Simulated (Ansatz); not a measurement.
A trial form of ZnS

Theory: DFT PBE, scalar-relativistic, plane waves, PAW (Ansatz). Cutoff 420 eV, Gaussian smearing, Γ-centred meshes. Cell and atoms relax first on a coarse mesh and then on a converged one. In between, the cell is made exact in the group found at 0.06 Å. The steps can't lower the symmetry of their start. No spin polarisation.

The guess for ZnS is a distorted database cell: ZnS type (F-43m) distorted into a subgroup (R3m, No. 160) (cell multiple 2; largest shift (Å) 0.14).

```
Zn S
1.0
     1.94846    1.12495    3.00553
    -1.94846    1.12495    3.00553
     0.00000   -2.24989    3.00553
Zn S
1 1
Cartesian
  0.0000 0.0000 8.8819
  0.0000 0.0000 6.8972
```

The zero of energy is the elements' standard structures at the same level; no fitted shifts are applied.

Question: Where does the relaxation end?

Answer: The symmetry goes from R3m (No. 160) to F-43m (No. 216). The end has the zinc blende type. The volume per atom grows by 2.0 %, from 19.8 to 20.2 Å³. The shortest distance goes from 1.98 Å (Zn–S) to 2.36 Å (Zn–S). The energy falls by about 0.31 eV/atom (the start's value is from the coarse mesh). The end is written in a standard setting, so origin, axes and order of atoms can differ from the start's. Conventional cell: a = 5.443 Å. Around Zn lie 4 S at 2.36 Å; around S lie 4 Zn at 2.36 Å.

```yaml
crystal:
  lattice:
    - [0.00000, 2.72149, 2.72149]
    - [2.72149, 0.00000, 2.72149]
    - [2.72149, 2.72149, 0.00000]
  atoms:
    - { symbol: Zn, position: [0.50000, 0.50000, 0.50000] }
    - { symbol: S, position: [0.75000, 0.75000, 0.75000] }
```

Question: How does it come out in energy, and is it a metal?

Answer: The energy over the elements is −0.822 eV/atom. The gap on the 8×8×8 mesh of the 2-atom cell is 2.02 eV.

It lies below the elements, which doesn't yet make it stable against other compounds or structures.

The last run used Gaussian smearing of 0.02 eV. Kohn–Sham gaps at this level usually fall short of measured ones. The reference form of S is held partly by dispersion forces, which this level lacks. A later test with randomly moved atoms came back to the same energy, though modes that don't fit the test's cell weren't probed. In all, the 3 runs took 38 s on 1 thread of Intel(R) Xeon(R) Processor @ 2.50GHz (Skylake/Cascade Lake), with other jobs on the host.
